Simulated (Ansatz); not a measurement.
# Mo: the cost of one run

Program: Ansatz 0.2.0. Level of theory: DFT PBE, scalar-relativistic, plane waves, PAW. These are calculated values, not measurements.

2 further runs of the same task are left out: 2 set aside as unsound or not needed.

## Step 1: The starting structure

Symmetry: Fd-3m, No. 227, cubic system. The conventional cell has a = 5.470 Å, b = 5.470 Å, c = 5.470 Å, α = 90.00°, β = 90.00°, γ = 90.00°. Si (site symmetry -43m) is surrounded by 4 Si at 2.37 Å.

Structure file:

```cif
data_structure
_symmetry_space_group_name_H-M 'P 1'
_symmetry_Int_Tables_number 1
_cell_length_a 3.8677
_cell_length_b 3.8677
_cell_length_c 3.8677
_cell_angle_alpha 60.000
_cell_angle_beta 60.000
_cell_angle_gamma 60.000
_cell_volume 40.91
loop_
_atom_site_label
_atom_site_type_symbol
_atom_site_fract_x
_atom_site_fract_y
_atom_site_fract_z
_atom_site_occupancy
Si1 Si 0.50000 0.50000 0.50000 1
Si2 Si 0.75000 0.75000 0.75000 1
```

This cell was relaxed beforehand with the same method: volume 20.46 Å³/atom, gap on the mesh 0.62 eV.

## Step 2: The film's bulk: Mo

Relaxed beforehand at this level: -4956.0200 eV/atom, gap on the mesh none (metal).

```yaml
crystal:
  lattice:
    - [-1.58022, 1.58022, 1.58022]
    - [1.58022, -1.58022, 1.58022]
    - [1.58022, 1.58022, -1.58022]
  atoms:
    - { symbol: Mo, position: [0.00000, 0.00000, 0.00000] }
```

Bulk energy of Si, the base, on matching settings, from an earlier run: -635.8098 eV/atom.

## Step 3: The film's bulk on the base's lattice

The (110) plane of Mo is fitted to the (110) plane of Si, a strain of -0.1 % along x and -0.1 % along y; the third vector and the atoms relax.

Contents of input.yaml:

```yaml
crystal:
  lattice:
    - [5.469762386, 0.0, 0.0]
    - [0.0, 7.7354121493, 0.0]
    - [-0.9116270643, -1.2892353582, 2.236865496]
  atoms:
    - { symbol: Mo, position: [0.0, 0.0, 0.0] }
    - { symbol: Mo, position: [0.5, 0.0, 0.0] }
    - { symbol: Mo, position: [0.3333333333, 0.3333333333, 0.0] }
    - { symbol: Mo, position: [0.1666666667, 0.6666666667, 0.0] }
    - { symbol: Mo, position: [0.8333333333, 0.3333333333, 0.0] }
    - { symbol: Mo, position: [0.6666666667, 0.6666666667, 0.0] }
basis:
  ecutwfc: 420
kpoints:
  mp_grid: { grid: [7, 5, 15] }
hamiltonian:
  xc: pbe
scf:
  occupations: { method: gaussian, width: 0.1 }
output:
  forces: true
  stress: true
  eigenvalues: true
relax:
  adjacent_minimum: "off"
  f_tol: 0.01
  max_steps: 50
  cell: { fix: [a, b, gamma], stress_tol: 0.1 }
```

Command:

```sh
ansatz run input.yaml --threads 4 --pin off --max-ram 10240MiB --backend cpu --events-out ev --progress --plain --runs-dir out
```

What time and memory should one allow on 4 threads of Intel Xeon Platinum 8259CL at 2.50GHz (Skylake/Cascade Lake), shared host?

About 56 s, with a peak of 1.2 GiB.
